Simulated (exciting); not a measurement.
Wanted: an ASE script for an exciting (release sodium) run.

```
Task                                     : optical spectrum
Functional                               : PBEsol
Dispersion                               : TS
Potentials or basis                      : all-electron LAPW+lo, shipped species files, valence relativity iora*
rgkmax                                   : 6.5
k mesh                                   : 10 × 10 × 10, shifted
Occupations                              : methfessel-paxton, width 0.1 eV
Spin                                     : no spin polarisation
outputlevel                              : normal
Top of the spectrum (Ha)                 : 0.5 Ha
Broadening (Ha)                          : 0.004 Ha
Scissor shift (eV)                       : 1 eV
gmaxvr (cutoff of density and potential) : 14 1/bohr
lmaxapw (and lmaxmat)                    : 10
lmaxvr                                   : 8
nempty                                   : 22
Valence relativity                       : iora*
epsengy                                  : 1e-05 Ha
epspot                                   : 1e-05 Ha
maxscl                                   : 60
Muffin-tin radii                         : Al 2.0 bohr
```

The structure of Al lies in Al.cif:

```cif
data_Al
_cell_length_a 2.72176000
_cell_length_b 2.72176000
_cell_length_c 2.72176000
_cell_angle_alpha 90.00000000
_cell_angle_beta 90.00000000
_cell_angle_gamma 90.00000000
_space_group_name_H-M_alt 'Pm-3m'
_space_group_name_Hall '-P 4 2 3'
_space_group_IT_number 221
loop_
_space_group_symop_operation_xyz
'x,y,z'
'-x,-y,-z'
'-y,x,z'
'y,-x,-z'
'-x,-y,z'
'x,y,-z'
'y,-x,z'
'-y,x,-z'
'x,-y,-z'
'-x,y,z'
'-y,-x,-z'
'y,x,z'
'-x,y,-z'
'x,-y,z'
'y,x,-z'
'-y,-x,z'
'z,x,y'
'-z,-x,-y'
'z,-y,x'
'-z,y,-x'
'z,-x,-y'
'-z,x,y'
'z,y,-x'
'-z,-y,x'
'-z,x,-y'
'z,-x,y'
'-z,-y,-x'
'z,y,x'
'-z,-x,y'
'z,x,-y'
'-z,y,x'
'z,-y,-x'
'y,z,x'
'-y,-z,-x'
'x,z,-y'
'-x,-z,y'
'-y,z,-x'
'y,-z,x'
'-x,z,y'
'x,-z,-y'
'-y,-z,x'
'y,z,-x'
'-x,-z,-y'
'x,z,y'
'y,-z,-x'
'-y,z,x'
'x,-z,y'
'-x,z,-y'
loop_
_atom_site_label
_atom_site_type_symbol
_atom_site_symmetry_multiplicity
_atom_site_Wyckoff_symbol
_atom_site_fract_x
_atom_site_fract_y
_atom_site_fract_z
_atom_site_occupancy
Al1 Al 1 a 0.0000000000 0.0000000000 0.0000000000 1
```

The cell was built by a generator and needn't be a form met in nature.

One way to write it, as run:

run_exciting.py

```python
import subprocess
import xml.etree.ElementTree as ET
from ase.io import read
from ase.units import Bohr

atoms = read("Al.cif")
import spglib
from ase import Atoms
cell, positions, numbers = spglib.find_primitive((atoms.cell[:], atoms.get_scaled_positions(), atoms.numbers), symprec=1e-5)
atoms = Atoms(numbers, cell=cell, scaled_positions=positions, pbc=True)
rmt = {'Al': 2.0}  # bohr
tasks = """
<groundstate do="fromscratch" ngridk="10 10 10" rgkmax="6.5" gmaxvr="14" lmaxapw="10" lmaxmat="10" lmaxvr="8" xctype="GGA_PBE_SOL" stype="Methfessel-Paxton 1" swidth="0.00367493" nempty="22" ValenceRelativity="iora*" epsengy="1e-05" epspot="1e-05" maxscl="60" outputlevel="normal" vkloff="0.5 0.5 0.5"/>
<properties>
  <TSvdW/>
  <momentummatrix/>
  <dielmat intraband="false" scissor="0.036749" wmax="0.5" wgrid="200" swidth="0.004" tevout="true">
    <epscomp>1 1</epscomp>
    <epscomp>2 2</epscomp>
    <epscomp>3 3</epscomp>
  </dielmat>
</properties>
"""

root = ET.Element("input")
ET.SubElement(root, "title").text = "Al"
structure = ET.SubElement(root, "structure", speciespath="./", tshift="false")
crystal = ET.SubElement(structure, "crystal", scale="1.0")
for vector in atoms.cell / Bohr:
    ET.SubElement(crystal, "basevect").text = " ".join(f"{x:.12f}" for x in vector)
symbols = atoms.get_chemical_symbols()
for element in dict.fromkeys(symbols):
    species = ET.SubElement(structure, "species", speciesfile=element + ".xml", rmt=str(rmt[element]))
    for symbol, position in zip(symbols, atoms.get_scaled_positions(wrap=False)):
        if symbol == element:
            ET.SubElement(species, "atom", coord=" ".join(f"{x:.12f}" for x in position))
root.extend(ET.fromstring("<tasks>" + tasks + "</tasks>"))
ET.indent(root)
ET.ElementTree(root).write("input.xml")
subprocess.run(["exciting_smp"], check=True)
```

Potentials or basis: all-electron LAPW+lo, shipped species files, valence relativity iora*.

Command:

```sh
$ OMP_NUM_THREADS=1 python run_exciting.py
```

Results of the run:

| Item | Value |
| --- | --- |
| All electrons inside the program's atomic spheres | Al 10.86 (radii Al 2.0 bohr) |
| Dispersion energy per atom | -0.407 eV |
| Density of states at the Fermi level | 0.49 states/eV per cell |

Caveat: the log's total energy holds no entropy term; the free energy is that total less TS from the occupations; the dispersion energy is computed afterwards and isn't part of the total energy; the intraband (Drude) term of the metal is left out; the scissor shift is a trial value, not fitted to this crystal; spectra need much finer meshes, so this one isn't converged; independent-particle spectra lack excitons.

Run time: 27 s on 1 thread of Arm Neoverse V2 (shared host), peak memory 0.28 GiB.
